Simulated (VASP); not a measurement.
Write the native input for VASP 6.6.1 that does the following.

```
Task                   : dielectric tensor
Functional             : PBE
Dispersion             : D3(BJ)
Potentials or basis    : VASP PAW PBE potentials, release 64 (W_sv, S)
Cutoff                 : 600 eV
k mesh                 : 15 × 15 × 3
Occupations            : gaussian, width 0.03 eV
Spin                   : no spin polarisation
Monkhorst-Pack mesh    : no
Further INCAR settings : ALGO = Normal; EDIFF = 1e-08
```

The structure of WS2 (Tungstenite) lies in POSCAR:

```
WS2                                     
1.0
    3.1541183857     -0.0000000000      0.0000000000
   -1.5770591929      2.7315466486      0.0000000000
    0.0000000000      0.0000000000     12.1413311243
  W               S             
     2     4
Direct
     0.3333333332999970    0.6666666667000030    0.2500000000000000
     0.6666666667000030    0.3333333332999970    0.7500000000000000
     0.3333333332999970    0.6666666667000030    0.6203033887479993
     0.6666666667000030    0.3333333332999970    0.1203033887479993
     0.3333333332999970    0.6666666667000030    0.8796966112520007
     0.6666666667000030    0.3333333332999970    0.3796966112520007
```

These files were run (other wordings do the same):

INCAR

```
PREC = Accurate
ENCUT = 600
EDIFF = 1E-8
ISMEAR = 0
SIGMA = 0.03
LREAL = F
LASPH = T
NELM = 80
ALGO = Normal
ISIF = 2
LWAVE = F
LCHARG = F
GGA = PE
IVDW = 12
LEPSILON = T
KPAR = 2
```

KPOINTS

```
Automatic mesh
0
Gamma
  15 15 3
```

Potentials or basis: VASP PAW PBE potentials, release 64 (W_sv, S).

The run is started by

```sh
$ cat potpaw_PBE.64/W_sv/POTCAR potpaw_PBE.64/S/POTCAR > POTCAR
$ mpirun -np 2 vasp_std > vasp.out
```

Results of the run:

```json
{
  "Band gap on the k mesh": "0.95 eV, indirect (least direct gap 1.83 eV)",
  "Electronic dielectric tensor (diagonal)": "14.08, 14.08, 6.61",
  "Born charges (mean of the diagonal)": "W -0.51; S +0.26 e",
  "Dispersion energy per atom": "-0.435 eV"
}
```

Caveat: spin-orbit coupling is left out, which moves the levels of the heavy elements; an odd mesh through Γ misses points on the zone boundary, where band edges often lie.

Run time: 22 min on 2 MPI ranks on Intel(R) Xeon(R) 6975P-C (Granite Rapids) (shared host), peak memory 1.1 GiB a rank.
